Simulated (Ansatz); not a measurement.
# Sc3Al: the cost of one run

Program: Ansatz 0.2.0. Level of theory: DFT PBE, scalar-relativistic, plane waves, PAW. These are calculated values, not measurements.

## (1) The starting structure

The structure is hexagonal, space group P6/mmm (No. 191). Conventional cell: a = 4.233 Å, b = 4.233 Å, c = 4.520 Å, α = 90.00°, β = 90.00°, γ = 120.00°. Sc (site symmetry 6/mmm) has 2 Al at 2.26 Å as nearest neighbours. Sc (site symmetry -6m2) is surrounded by 3 Sc at 2.44 Å and 3 Al at 2.44 Å. Around Al (site symmetry 6/mmm) lie 8 Sc at 2.26 to 2.44 Å.

As a file:

```cif
data_structure
_symmetry_space_group_name_H-M 'P 1'
_symmetry_Int_Tables_number 1
_cell_length_a 4.2328
_cell_length_b 4.2328
_cell_length_c 4.5200
_cell_angle_alpha 90.000
_cell_angle_beta 90.000
_cell_angle_gamma 120.000
_cell_volume 70.13
loop_
_atom_site_label
_atom_site_type_symbol
_atom_site_fract_x
_atom_site_fract_y
_atom_site_fract_z
_atom_site_occupancy
Sc1 Sc 0.00000 0.00000 0.50000 1
Sc2 Sc 0.33333 0.66667 0.00000 1
Sc3 Sc 0.66667 0.33333 0.00000 1
Al1 Al 0.00000 0.00000 0.00000 1
```

Recipe of the guess: species swapped into a database cell of Li3N (P6/mmm, No. 191), with Sc on the Li sites and Al on the N sites. Lengths come from tabulated atomic sizes and are only a guess.

## (2) Probe: one point on a coarse mesh

File input.yaml:

```yaml
crystal:
  lattice:
    - [4.23277072, 0.0, 0.0]
    - [-2.11638536, 3.66568697, 0.0]
    - [0.0, 0.0, 4.51995391]
  atoms:
    - { symbol: Sc, position: [0.0, 0.0, 0.5] }
    - { symbol: Sc, position: [0.33333333, 0.66666667, 0.0] }
    - { symbol: Sc, position: [0.66666667, 0.33333333, 0.0] }
    - { symbol: Al, position: [0.0, 0.0, 0.0] }
basis:
  ecutwfc: 420
kpoints:
  mp_grid: { grid: [6, 6, 4] }
hamiltonian:
  xc: pbe
scf:
  occupations: { method: gaussian, width: 0.1 }
  lower_state_search: "off"
output:
  forces: true
  stress: true
  eigenvalues: true
```

The run is started by

```
$ ansatz run input.yaml --threads 1 --pin off --max-ram 2560MiB --backend cpu --events-out ev --progress --plain --runs-dir out
```

Q: Estimate wall time and peak memory on 1 thread of Arm Neoverse V1, shared host.

About 2.1 s, with a peak of 0.33 GiB.
